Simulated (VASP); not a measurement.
# Ge (Fd-3m) in VASP: phonons with LDA

Aim: the phonons of Ge with LDA.

Program: VASP 6.6.1. These are calculated values, not measurements. Logs are shortened: lines on timing, memory, paths and dates and some standing lists are left out, and cuts for length are marked.

**1. Starting point**

The structure is cubic, space group Fd-3m (No. 227). The conventional cell has a = 5.658 Å, b = 5.658 Å, c = 5.658 Å, α = 90.00°, β = 90.00°, γ = 90.00°. Around Ge (site symmetry -43m) lie 4 Ge at 2.45 Å.

The cell was built by a generator and needn't be a form met in nature.

**2. Phonons, LDA**

Contents of POSCAR:

```
Ge
1.0
    0.0000000000      2.8290000000      2.8290000000
    2.8290000000      0.0000000000      2.8290000000
    2.8290000000      2.8290000000      0.0000000000
Ge
2
Direct
    0.0000000000      0.0000000000      0.0000000000
    0.2500000000      0.2500000000      0.2500000000
```

Contents of INCAR.step1:

```
SYSTEM = Ge
ALGO = Fast ; EDIFF = 1E-8
EDIFFG = -0.002 ; ENCUT = 600
GGA = CA ; IBRION = 2
ISIF = 2 ; ISMEAR = -1
KPAR = 2 ; LASPH = .True.
LCHARG = .False. ; LREAL = .False.
LWAVE = .False. ; NELM = 80
NSW = 40 ; PREC = Accurate
SIGMA = 0.03
```

Contents of INCAR.step2:

```
SYSTEM = Ge
ALGO = Fast ; EDIFF = 1E-8
ENCUT = 600 ; GGA = CA
IBRION = 8 ; ISIF = 2
ISMEAR = -1 ; KPAR = 2
LASPH = .True. ; LCHARG = .False.
LREAL = .False. ; LWAVE = .False.
NELM = 80 ; NSW = 1
PREC = Accurate ; SIGMA = 0.03
```

Contents of KPOINTS:

```
k-points
0
Gamma
  24 24 24
  0 0 0
```

Potentials or basis: VASP PAW LDA potentials, release 64 (Ge_d).

Run with:

```bash
cat potpaw_LDA.64/Ge_d/POTCAR > POTCAR
cp INCAR.step1 INCAR
mpirun -np 2 vasp_std > vasp.out
cp CONTCAR POSCAR
cp INCAR.step2 INCAR
mpirun -np 2 vasp_std > vasp.out
```

OUTCAR:

```text
SYSTEM = Ge
   EDIFF = 1E-8
   ENCUT = 600
   GGA = CA
   IBRION = 8
   ISIF = 2
   ISMEAR = -1
   LASPH = .True.
   LREAL = .False.
   NELM = 80
   NSW = 1
   PREC = Accurate

 ion  position               nearest neighbor table
   1  0.000  0.000  0.000-   2 2.45   2 2.45   2 2.45   2 2.45
   2  0.250  0.250  0.250-   1 2.45   1 2.45   1 2.45   1 2.45

  LATTYP: Found a face centered cubic cell.
 ALAT       =     5.6580000000

  Lattice vectors:

 A1 = (   0.0000000000,   2.8290000000,   2.8290000000)
 A2 = (   2.8290000000,   0.0000000000,   2.8290000000)
 A3 = (   2.8290000000,   2.8290000000,   0.0000000000)

Analysis of symmetry for initial positions (statically):
=====================================================================
 Subroutine PRICEL returns:
 Original cell was already a primitive cell.

 Routine SETGRP: Setting up the symmetry group for a
 face centered cubic supercell.

 Subroutine GETGRP returns: Found 48 space group operations
 (whereof 24 operations were pure point group operations)
 out of a pool of 48 trial point group operations.

The static configuration has the point symmetry T_d .
 The point group associated with its full space group is O_h .

Analysis of symmetry for dynamics (positions and initial velocities):
=====================================================================
 Subroutine PRICEL returns:
 Original cell was already a primitive cell.

 Routine SETGRP: Setting up the symmetry group for a
 face centered cubic supercell.

 Subroutine GETGRP returns: Found 48 space group operations
 (whereof 24 operations were pure point group operations)
 out of a pool of 48 trial point group operations.

The dynamic configuration has the point symmetry T_d .
 The point group associated with its full space group is O_h .

 Subroutine INISYM returns: Found 48 space group operations
 (whereof 24 operations are pure point group operations),
 and found     1 'primitive' translations

----------------------------------------------------------------------------------------
[... 663 lines left out ...]
  Total       -0.3265740     -0.3265740     -0.3265740      0.0000000      0.0000000      0.0000000
  in kB      -11.5548229    -11.5548229    -11.5548229      0.0000000      0.0000000      0.0000000
  external PRESSURE =     -11.5548229 kB  Pullay stress =       0.0000000 kB

 VOLUME and BASIS-vectors are now :
 -----------------------------------------------------------------------------
  energy-cutoff  :      600.00
  volume of cell :       45.28
      direct lattice vectors                 reciprocal lattice vectors
     0.000000000  2.829000000  2.829000000    -0.176740898  0.176740898  0.176740898
     2.829000000  0.000000000  2.829000000     0.176740898 -0.176740898  0.176740898
     2.829000000  2.829000000  0.000000000     0.176740898  0.176740898 -0.176740898

 POSITION                                       TOTAL-FORCE (eV/Angst)
 -----------------------------------------------------------------------------------
      0.00000      0.00000      0.00000        -0.000000     -0.000000      0.000000
      1.41450      1.41450      1.41450         0.000000      0.000000     -0.000000
 -----------------------------------------------------------------------------------
    total drift:                               -0.000000      0.000000      0.000000

  FREE ENERGIE OF THE ION-ELECTRON SYSTEM (eV)
  ---------------------------------------------------
  free  energy   TOTEN  =       -10.3898556133 eV

  energy  without entropy=      -10.3897742903  energy(sigma->0) =      -10.38981495

[... ionic steps 2 to 3 ...]

--------------------------------------- Ionic step        4  -------------------------------------------

 Free energy of the ion-electron system (eV)
  ---------------------------------------------------
  ---------------------------------------------------
  free energy    TOTEN  =        -0.19569426 eV

  energy without entropy =       -0.19569426

------------------------ aborting loop because EDIFF is reached ----------------------------------------

 INTERNAL STRAIN TENSOR  FOR ION    1  DIRECTION 1   (eV/Angst):
 -----------------------------------------------------------------------------
    -0.00309 -0.00000  0.00000
    -0.00000  0.00195  7.59593
     0.00000  7.59593  0.00195

 INTERNAL STRAIN TENSOR FOR ION    2 for displacements in x,y,z  (eV/Angst):
          X           Y           Z          XY          YZ          ZX
  --------------------------------------------------------------------------------
  x    -0.00000     0.00000     0.00000     0.00000    -7.59593    -0.00000
  y     0.00000    -0.00000     0.00000     0.00000     0.00000    -7.59593
  z     0.00000     0.00000    -0.00000    -7.59593    -0.00000     0.00000

 SECOND DERIVATIVES (NOT SYMMETRIZED)
 ------------------------------------
               1X          1Y          1Z          2X          2Y          2Z
  1X   -11.000008    0.000000    0.000000   11.000008    0.000000    0.000000
  1Y     0.000000  -11.000008    0.000000    0.000000   11.000008    0.000000
  1Z     0.000000    0.000000  -11.000008    0.000000    0.000000   11.000008
  2X    11.000008    0.000000    0.000000  -11.000008    0.000000    0.000000
  2Y     0.000000   11.000008    0.000000    0.000000  -11.000008    0.000000
  2Z     0.000000    0.000000   11.000008    0.000000    0.000000  -11.000008

 Eigenvectors and eigenvalues of the dynamical matrix
 ----------------------------------------------------

   1 f  =    8.605260 THz    54.068445 2PiTHz  287.040586 cm-1    35.588481 meV
             X         Y         Z           dx          dy          dz
      0.000000  0.000000  0.000000     0.000000   -0.707107    0.000000
      1.414500  1.414500  1.414500     0.000000    0.707107    0.000000
[... 21 lines left out ...]
   6 f  =    0.000000 THz     0.000000 2PiTHz    0.000000 cm-1     0.000000 meV
             X         Y         Z           dx          dy          dz
      0.000000  0.000000  0.000000     0.000000    0.000000    0.707107
      1.414500  1.414500  1.414500     0.000000    0.000000    0.707107

--------------------------------------------------------------------------------------------------------

 ELASTIC MODULI CONTR FROM IONIC RELAXATION (kBar)
 Direction    XX          YY          ZZ          XY          YZ          ZX
 --------------------------------------------------------------------------------
 XX          -0.0000      0.0000      0.0000      0.0000     -0.0000      0.0000
 YY           0.0000     -0.0000     -0.0000      0.0000      0.0000     -0.0000
 ZZ           0.0000     -0.0000     -0.0000     -0.0000      0.0000      0.0000
 XY           0.0000      0.0000     -0.0000   -185.5884     -0.0000      0.0000
 YZ          -0.0000      0.0000      0.0000     -0.0000   -185.5884     -0.0000
 ZX           0.0000     -0.0000      0.0000      0.0000     -0.0000   -185.5884
 --------------------------------------------------------------------------------
```

OSZICAR.step1:

```text
N       E                     dE             d eps       ncg     rms          rms(c)
DAV:   1     0.169345335468E+03    0.16935E+03   -0.16700E+04 15136   0.454E+03
DAV:   2     0.114744762088E+02   -0.15787E+03   -0.15533E+03 14910   0.570E+02
DAV:   3    -0.985896935198E+01   -0.21333E+02   -0.21101E+02 16146   0.153E+02
DAV:   4    -0.105525074736E+02   -0.69354E+00   -0.69141E+00 17374   0.314E+01
DAV:   5    -0.105637319313E+02   -0.11224E-01   -0.11223E-01 16642   0.410E+00    0.327E+00
RMM:   6    -0.104474963485E+02    0.11624E+00   -0.35241E-02 16229   0.186E+00    0.191E+00
RMM:   7    -0.103886826356E+02    0.58814E-01   -0.88615E-02 16775   0.259E+00    0.140E-01
RMM:   8    -0.103896151213E+02   -0.93249E-03   -0.72901E-03 16455   0.937E-01    0.582E-02
RMM:   9    -0.103898261247E+02   -0.21100E-03   -0.22745E-03 17824   0.499E-01    0.611E-02
RMM:  10    -0.103898495264E+02   -0.23402E-04   -0.46454E-04 19012   0.230E-01    0.246E-02
RMM:  11    -0.103898554961E+02   -0.59697E-05   -0.69997E-05 18725   0.742E-02    0.768E-03
RMM:  12    -0.103898554775E+02    0.18604E-07   -0.12588E-05 16758   0.405E-02    0.512E-03
RMM:  13    -0.103898558648E+02   -0.38730E-06   -0.30761E-06 19322   0.147E-02    0.913E-03
RMM:  14    -0.103898556262E+02    0.23858E-06   -0.44622E-07 16443   0.841E-03    0.225E-03
RMM:  15    -0.103898556231E+02    0.31023E-08   -0.11756E-07 12788   0.294E-03    0.154E-03
RMM:  16    -0.103898556118E+02    0.11293E-07   -0.24979E-08 10526   0.164E-03    0.478E-04
RMM:  17    -0.103898556092E+02    0.25721E-08   -0.16984E-08  9466   0.158E-03
   1 F= -.10389856E+02 E0= -.10389815E+02  d E =-.103899E+02
```

Wall time 21 min (2 MPI ranks of Intel Xeon Platinum 8259CL at 2.50GHz (Skylake/Cascade Lake), shared host); peak memory 3.2 GiB.

What came out:

```yaml
Highest_phonon_frequency_at_Γ: 287 cm⁻¹
```

Phonon frequencies in cm⁻¹ (negative: imaginary):
| q point | frequencies |
| --- | --- |
| (0.000, 0.000, 0.000) | 0 0 0 287 287 287 |
